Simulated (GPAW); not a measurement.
Co:

```
Co
1.0
     2.47200    0.00000    0.00000
    -1.23600    2.14081    0.00000
     0.00000    0.00000    4.02114
Co
2
Direct
  0.66667 0.33333 0.75000
  0.33333 0.66667 0.25000
```

```yaml
Program: GPAW 26.7.0
Task: relaxation of cell and atoms
Functional: PBEsol
Potentials_or_basis: PAW data sets generated in the run's folder for this functional
Cutoff: 600 eV
Basis: pw
k_mesh: 9 × 9 × 5
Occupations: fermi-dirac, width 0.05 eV
Spin: collinear spin, ferromagnetic start
Starting_moments: "[2.0, 2.0] μB"
```

At the start: pressure -6.4 GPa; volume 10.64 Å³/atom.

**Question.** Where does the relaxation end?

**Answer.** Over 6 steps the energy falls by 3.0 meV/atom and the volume is 10.37 Å³/atom (-2.6 %); space group P6_3/mmc (No. 194, to 0.05 Å); moment 3.05 μB per cell.

The path:
| step | energy change (eV) | largest force (eV/Å) | pressure (GPa) | volume (Å³) |
| --- | --- | --- | --- | --- |
| 1 | 0.0000 | 0.0000 | -6.39 | 21.28 |
| 2 | -0.0046 | 0.0000 | -4.27 | 21.09 |
| 3 | -0.0057 | 0.0000 | 0.20 | 20.71 |
| 4 | -0.0059 | 0.0000 | 0.02 | 20.73 |
| 5 | -0.0060 | 0.0000 | -0.10 | 20.74 |
| 6 | -0.0061 | 0.0000 | -0.08 | 20.73 |

Final structure:
```xyz
2
Lattice="2.4536 0.0000 0.0000 -1.2268 2.1248 0.0000 0.0000 0.0000 3.9771" Properties=species:S:1:pos:R:3 pbc="T T T"
Co    1.2268    0.7083    2.9828
Co    0.0000    1.4166    0.9943
```

Caveat: each step starts from the last one's moments, so a moment once lost doesn't come back; later steps reuse the first step's grids.
